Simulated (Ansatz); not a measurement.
What does this script print? It uses Ansatz 0.2.0 through its Python package.

`plus_u_zns.py`
```python
"""DFT+U scan for ZnS."""

import ansatz as az
import numpy as np


def count_gap(report):
    # lowest empty less highest filled band, counting bands; zero where they overlap
    return max(report.get("gap_by_band_count_ev") or 0.0, 0.0)

xtal = (
    az.Lattice.from_parameters(3.8061424, 3.8061424, 28.0558435, alpha=90, beta=90, gamma=120)
    .space_group(160)
    .atom("Zn", [2 / 3, 1 / 3, 0.33330447])
    .atom("Zn", [0.0, 0.0, 0.22226941])
    .atom("Zn", [1 / 3, 2 / 3, 0.11128011])
    .atom("S", [0.0, 0.0, 0.08326717])
    .atom("S", [1 / 3, 2 / 3, 0.19450897])
    .atom("S", [0.0, 0.0, 0.30536254])
    .primitive()
)

job = (
    xtal.calculation()
    .functional("pbesol")
    .kpoints(mesh=(6, 6, 6))
    .occupations("fixed")
    .band_table()
)
rows = []
for u in [0.0, 2.0, 4.0, 6.0]:
    report = job.hubbard("Zn", "d", u_eff=u).run().report
    shell = report["hubbard"]["n_scf"]
    rows.append((u, count_gap(report), sum(shell) / len(shell), report["n_iterations"]))
for row in rows:
    print("; ".join(f"{name} = {round(v, 4) if isinstance(v, float) else v}" for name, v in zip(["U_eff eV", "gap by band count eV", "Zn d occupation (projector)", "iterations"], row)))
```

```console
$ python plus_u_zns.py
DeckWarning: basis.ecutwfc = 420 eV, auto-derived from the records' recommended cutoffs: set by Zn (normal level)
U_eff eV = 0.0; gap by band count eV = 2.0552; Zn d occupation (projector) = 9.9739; iterations = 10
U_eff eV = 2.0; gap by band count eV = 2.1363; Zn d occupation (projector) = 9.9768; iterations = 10
U_eff eV = 4.0; gap by band count eV = 2.2008; Zn d occupation (projector) = 9.9793; iterations = 9
U_eff eV = 6.0; gap by band count eV = 2.2532; Zn d occupation (projector) = 9.9814; iterations = 9
```
(Warnings from the package without file and line.)

From U = 0 to 6 eV the gap on the mesh goes from 2.06 eV to 2.25 eV.

Caveats:
- Semilocal gaps usually lie well under measured ones.
- With fixed filling the reported Fermi level is the top filled level among the k-points of the SCF.
- The structure comes from a database of computed cells and needn't be a stable or known phase.
- Gaps and levels are Kohn-Sham values on a finite set of k-points.
- Shell occupations and the effect of U depend on the projectors; a run with no .spin step is spin-unpolarised, and each U may end in a state that isn't the lowest.
- The whole script took 36 s on 1 thread of Intel(R) Xeon(R) Processor @ 2.30GHz, on a shared host, peak memory 0.59 GiB.
